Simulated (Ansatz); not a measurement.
AlO:

```
Al O
1.0
     2.76919    0.00000    0.00000
     0.00000    2.76919    0.00000
     0.00000    0.00000    2.76919
Al O
1 1
Direct
  0.50000 0.50000 0.50000
  0.00000 0.00000 0.00000
```

The cell was built by a generator and needn't be a form met in nature.

| Item | Value |
| --- | --- |
| Program | Ansatz 0.2.0 |
| Task | relaxation of cell and atoms |
| Functional | r2SCAN |
| Dispersion | rVV10 |
| Potentials or basis | Ansatz PAW |
| Cutoff | 500 eV (not typed: the program's choice for these potentials) |
| k mesh | 10 × 10 × 10 |
| Occupations | fermi-dirac, width 0.05 eV |
| Spin | no spin polarisation |

At the start: volume 10.62 Å³/atom.

**Question.** How do energy, volume and symmetry change on relaxing?

**Answer.** It ends after 5 steps and the volume is 10.26 Å³/atom (-3.4 %); space group Pm-3m (No. 221, to 0.05 Å).

The path:
```
step  energy change (eV)  largest force (eV/Å)  volume (Å³)
   1              0.0000                0.0000        21.24
   2             -0.0099                0.0000        20.72
   3             -0.0110                0.0000        20.50
   4             -0.0110                0.0000        20.51
   5             -0.0106                0.0000        20.51
```

Final structure:
```
Al O
1.0
     2.73732    0.00000    0.00000
     0.00000    2.73732    0.00000
     0.00000    0.00000    2.73732
Al O
1 1
Direct
  0.50000 0.50000 0.50000
  0.00000 0.00000 0.00000
```

Caveat: the plane-wave basis is chosen anew once the cell has moved, so the energies of steps on either side of that aren't comparable; an odd number of electrons without spin polarisation forces a metal; a magnetic or distorted state may lie lower; the PAW data sets come from PBE, with cores solved anew for the run's functional, which leaves a small shift of forces and pressure.
